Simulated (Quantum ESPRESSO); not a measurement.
Runs of Quantum ESPRESSO 7.5 on HfN. The structure is cubic, space group Pm-3m (No. 221). The conventional cell has a = 2.825 Å, b = 2.825 Å, c = 2.825 Å, α = 90.00°, β = 90.00°, γ = 90.00°. Around Hf (site symmetry m-3m) lie 8 N at 2.45 Å. N (site symmetry m-3m) is surrounded by 8 Hf at 2.45 Å. The cell was built by a generator and needn't be a form met in nature.

| potentials or basis | cutoff (eV) | gap on the mesh (eV) | pressure (GPa) |
| --- | --- | --- | --- |
| SG15 PBE 1.2 | 1197 | none | (a) |
| PseudoDojo 0.4 SR PBE stringent | 1796 | none | -0.1 |
| PseudoDojo 0.5 SR PBE standard | 1143 | none | -0.4 |
| GBRV 1.5 PBE | 612 | none | -1.2 |
| Ansatz NC SR PBE | 1238 | none | 0.3 |
| SPMS 1.0 PBE | 1197 | none | -0.4 |
| JTH 2.0 PBE | 680 | none | -2.3 |
| SSSP 1.3 efficiency PBE | 816 | none | (b) |

Alike in all rows: task band structure; level PBE; no spin polarisation; cell as given; k mesh 9 × 9 × 9; smearing fermi-dirac 0.05 eV.

Problem. Estimate the missing entries.

Solution. (a) 0.5; (b) -0.5.

Caveats: spin-orbit coupling is left out, which moves the levels of the heavy elements.

A k mesh can miss the band edges, and the runs leave out spin-orbit coupling on Hf.

A gap of «none» marks a metal or a gap under the smearing width.

The runs don't all hold the same shells in valence.
